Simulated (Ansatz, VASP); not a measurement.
**Nb in VASP and in Ansatz**

```
Nb
1.0
     0.00000    2.07182    2.07182
     2.07182    0.00000    2.07182
     2.07182    2.07182    0.00000
Nb
1
Direct
  0.00000 0.00000 0.00000
```

Change from the starting cell: volume scaled by 0.94.

Alike in both runs: task single point; functional PBEsol; k mesh 11 × 11 × 11; occupations fermi-dirac, width 0.05 eV; no spin polarisation.

```csv
,VASP,Ansatz
version,VASP 6.6.1,Ansatz 0.2.0
potentials or method,"VASP PAW PBE potentials, release 64 (Nb_sv)",Ansatz PAW
plane-wave cutoff (eV),520,420
valence electrons in the cell,13,13
```

Ansatz gave:

```
gap on the k mesh at the Fermi level (eV) : none
pressure (GPa)                            : 3.0
```

Problem. Which values does VASP return?

Solution. gap on the k mesh at the Fermi level (eV): none; pressure (GPa): 2.7.

A gap of «none» marks a metal or a gap that the smearing closes.

Caveats: the PAW data sets were made with another functional, which shifts forces and pressure a little (VASP); the PAW data sets come from PBE, with cores solved anew for the run's functional, which leaves a small shift of forces and pressure (Ansatz).
